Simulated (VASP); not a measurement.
Set up this calculation in VASP 6.6.1, as the native input.

```
Task                   : single point
Functional             : PBE
Potentials or basis    : VASP PAW PBE potentials, release 64 (Si)
Cutoff                 : 520 eV
k mesh                 : 12 × 12 × 11
Occupations            : gaussian, width 0.019 eV
Spin                   : no spin polarisation
Further INCAR settings : ALGO = Normal; EDIFF = 1e-06; NBANDS = 8
```

The structure of Si lies in POSCAR:

```
Si
1.0
    2.6205428149      0.0000000000      0.0000000000
   -1.3102714075      2.2694566494      0.0000000000
    0.0000000000      0.0000000000      2.4663543900
Si
1
Direct
    0.0000000000      0.0000000000      0.0000000000
```

This isn't the form of Si at room conditions, which is diamond.

The input as run:

INCAR

```
SYSTEM = Si
ALGO = Normal
EDIFF = 1E-6
ENCUT = 520
GGA = PE
ISIF = 2
ISMEAR = 0
LASPH = .TRUE.
LCHARG = .TRUE.
LELF = .TRUE.
LREAL = .FALSE.
LVHAR = .TRUE.
LWAVE = .FALSE.
NBANDS = 8
NELM = 60
PREC = Accurate
SIGMA = 0.019000000000000003
```

KPOINTS

```
k-points
0
G
  12 12 11
  0 0 0
```

Potentials or basis: VASP PAW PBE potentials, release 64 (Si).

Launch:

```console
$ cat potpaw_PBE.64/Si/POTCAR > POTCAR
$ mpirun -np 1 vasp_std > vasp.out
```

It gave:

```yaml
Pressure: 3.0 GPa
Band_gap_on_the_k_mesh: none (metal or under the smearing width)
```

Wall time 7.8 s on 1 thread of Intel(R) Xeon(R) Platinum 8259CL CPU @ 2.50GHz (Skylake/Cascade Lake) (shared host), peak memory 0.12 GiB.
